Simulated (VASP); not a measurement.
Wanted: the native input for a VASP 6.6.1 run.

```
Task                   : single point
Functional             : PBE
Potentials or basis    : VASP PAW PBE potentials, release 64 (Ti_sv)
Cutoff                 : 520 eV
k mesh                 : 11 × 11 × 11
Occupations            : fermi-dirac, width 0.05 eV
Spin                   : no spin polarisation
Further INCAR settings : ALGO = Normal; EDIFF = 1e-07; NBANDS = 12
```

The structure of Ti lies in POSCAR:

```
Ti
1.0
    0.0000000000      2.0300000000      2.0300000000
    2.0300000000      0.0000000000      2.0300000000
    2.0300000000      2.0300000000      0.0000000000
Ti
1
Direct
    0.0000000000      0.0000000000      0.0000000000
```

This isn't the form of Ti at room conditions, which is hcp.

These files were run (other wordings do the same):

INCAR

```
ALGO     = Normal         # electronic algorithm
EDIFF    = 1E-7           # SCF threshold, eV
ENCUT    = 520            # plane-wave cutoff, eV
GGA      = PE             # functional
ISIF     = 2              # what is computed and relaxed
ISMEAR   = -1             # smearing method
LASPH    = T              # aspherical terms in the spheres
LCHARG   = F              # write CHGCAR
LREAL    = F              # projectors in reciprocal space
LWAVE    = F              # write WAVECAR
NBANDS   = 12             # bands
NELM     = 60             # most SCF steps
PREC     = Accurate       # precision mode
SIGMA    = 0.05           # smearing width, eV
```

KPOINTS

```
k-points
0
Gamma
  11 11 11
```

Potentials or basis: VASP PAW PBE potentials, release 64 (Ti_sv).

Run with:

```sh
$ cat potpaw_PBE.64/Ti_sv/POTCAR > POTCAR
$ mpirun -np 1 vasp_std > vasp.out
```

Results of the run:

| Item | Value |
| --- | --- |
| Pressure | 3.9 GPa |
| Band gap on the k mesh | none (metal or under the smearing width) |

It took 22 s on 1 thread of AMD EPYC 7R43 64-Core Processor (Zen 3), on a shared host, peak memory 0.1 GiB.
